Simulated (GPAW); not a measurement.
Wanted: an ASE script for a GPAW 26.7.0 run.

* Task: single point
* Functional: PBEsol
* Potentials or basis: PAW data sets generated in the run's folder for this functional
* Cutoff: 600 eV
* Basis: pw
* k mesh: 13 × 13 × 13
* Occupations: gaussian, width 0.02 eV
* Spin: no spin polarisation
* Maxiter: 150

The structure of Ga lies in Ga.xyz:

```xyz
1
Lattice="-1.3843987196 1.3843987196 2.3112238365 1.3843987196 -1.3843987196 2.3112238365 1.3843987196 1.3843987196 -2.3112238365" Properties=species:S:1:pos:R:3 pbc="T T T"
Ga     0.0000000000      0.0000000000      0.0000000000
```

This isn't the form of Ga at room conditions, which is orthorhombic.

The input as run:

run.py

```python
from ase.dft.bandgap import bandgap
from ase.io import read, write
from ase.units import GPa
from gpaw import GPAW, PW, setup_paths

setup_paths.insert(0, '.')

atoms = read('Ga.xyz')

calc = GPAW(mode=PW(600),
            xc='PBEsol',
            kpts={'size': (13, 13, 13), 'gamma': True},
            occupations={'name': 'methfessel-paxton', 'order': 0, 'width': 0.02},
            nbands=7,
            convergence={'density': 1e-05, 'energy': 1e-05},
            maxiter=150,
            txt='gpaw.txt')
atoms.calc = calc
energy = atoms.get_potential_energy()
forces = atoms.get_forces()
stress = atoms.get_stress()
calc.write('gs.gpw')
write('result.traj', atoms)
print(f'Energy: {energy:.6f} eV')
print('Forces (eV/A):')
print(forces.round(4))
print('Stress (GPa):', (stress / GPa).round(3))
print('Fermi level:', round(calc.get_fermi_level(), 4), 'eV')
print(f'Gap: {bandgap(calc)[0]:.4f} eV, direct: {bandgap(calc, direct=True)[0]:.4f} eV')
```

Potentials or basis: PAW data sets generated in the run's folder for this functional, pw.

The run is started by

```console
$ gpaw-setup -f PBEsol Ga
$ OMP_NUM_THREADS=1 python run.py
```

It gave:

| Item | Value |
| --- | --- |
| Pressure | 0.1 GPa |
| Band gap on the k mesh | none (metal or under the smearing width) |

It took 31 s on 1 thread of Arm Neoverse N1 (shared host), peak memory 0.15 GiB.
